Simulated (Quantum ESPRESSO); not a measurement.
The system is TiAl3.

```
CELL_PARAMETERS angstrom
-1.91111 1.91111 4.28067
1.91111 -1.91111 4.28067
1.91111 1.91111 -4.28067
ATOMIC_POSITIONS crystal
Ti 0.00000 0.00000 0.00000
Al 0.25000 0.75000 0.50000
Al 0.75000 0.25000 0.50000
Al 0.50000 0.50000 0.00000
```

The cell comes from a database or a generator and needn't be the stable form of this composition.

| Property | Result |
| --- | --- |
| Program | Quantum ESPRESSO 7.5 |
| Task | relaxation of cell and atoms |
| Functional | PBEsol |
| Dispersion | D3 |
| Potentials or basis | GBRV 1.5 PBEsol |
| Cutoff | 612 eV |
| Density cutoff | 4898 eV |
| k mesh | 8 × 8 × 8 |
| Occupations | fermi-dirac, width 0.05 eV |
| Spin | no spin polarisation |

At the start: pressure -3.0 GPa; volume 15.63 Å³/atom.

Task: How do energy, volume and symmetry change on relaxing?

Result: Over 3 steps the energy falls by 3.9 meV/atom and the volume is 15.20 Å³/atom (-2.8 %); space group I4/mmm (No. 139, to 0.05 Å).

The path:
```
step  energy change (eV)  largest force (eV/Å)  pressure (GPa)  volume (Å³)
   1              0.0000                0.0000           -2.95        62.54
   2             -0.0034                0.0000           -2.63        62.34
   3             -0.0157                0.0000            0.10        60.81
```

Final structure:
```yaml
crystal:
  lattice:
    - [-1.89404, 1.89404, 4.23793]
    - [1.89404, -1.89404, 4.23793]
    - [1.89404, 1.89404, -4.23793]
  atoms:
    - { symbol: Ti, position: [0.00000, 0.00000, 0.00000] }
    - { symbol: Al, position: [0.25000, 0.75000, 0.50000] }
    - { symbol: Al, position: [0.75000, 0.25000, 0.50000] }
    - { symbol: Al, position: [0.50000, 0.50000, 0.00000] }
```

Caveat: pairwise dispersion overbinds metals, which lowers pressure and volume.
